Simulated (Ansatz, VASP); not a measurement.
# Al in VASP and in Ansatz

```
Al
1.0
     0.00000    2.87236    2.87236
     2.87236    0.00000    2.87236
     2.87236    2.87236    0.00000
Al
2
Direct
  0.12500 0.12500 0.12500
  0.87500 0.87500 0.87500
```

Alike in both runs: task single point; functional PBEsol; k mesh 10 × 10 × 10; occupations fermi-dirac, width 0.1 eV; no spin polarisation.

```csv
,VASP,Ansatz
version,VASP 6.6.1,Ansatz 0.2.0
potentials or method,"VASP PAW PBE potentials, release 64 (Al)","plane waves (420 eV) with PAW, scalar-relativistic"
plane-wave cutoff (eV),520,420
valence electrons in the cell,6,6
```

Ansatz gave:

```
pressure (GPa) : 6.6
```

Task: Which values does VASP return?

Result: Pressure (GPa): 6.7.

Ansatz warned: «pseudo_functional_mismatch».

Caveats: the PAW data sets were made with another functional, which shifts forces and pressure a little (VASP).
